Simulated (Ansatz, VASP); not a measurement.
# One calculation of Ge, two programs

```
Ge
1.0
     0.00000    2.79068    2.79068
     2.79068    0.00000    2.79068
     2.79068    2.79068    0.00000
Ge
2
Cartesian
  4.1860 4.1860 4.1860
  2.7907 2.7907 2.7907
```

Change from the starting cell: volume scaled by 0.96.

Alike in both runs: task single point; functional LDA; k mesh 8 × 8 × 8; occupations fermi-dirac, width 0.05 eV; no spin polarisation.

|  | VASP | Ansatz |
| --- | --- | --- |
| version | VASP 6.6.1 | Ansatz 0.2.0 |
| potentials or method | VASP PAW LDA potentials, release 64 (Ge_d), cutoff 520 eV | all-electron LAPW, scalar-relativistic |

Ansatz gave:

| Property | Result |
| --- | --- |
| gap on the k mesh at the Fermi level (eV) | 0.17 |
| least direct gap on the mesh (eV) | 0.18 |
| pressure (GPa) | 1.6 |

Q: Estimate VASP's values.

A: gap on the k mesh at the Fermi level (eV): 0.19; least direct gap on the mesh (eV): 0.23; pressure (GPa): 1.7.

Ansatz ran all-electron here, so the differences hold the error of VASP's frozen core and of both bases.
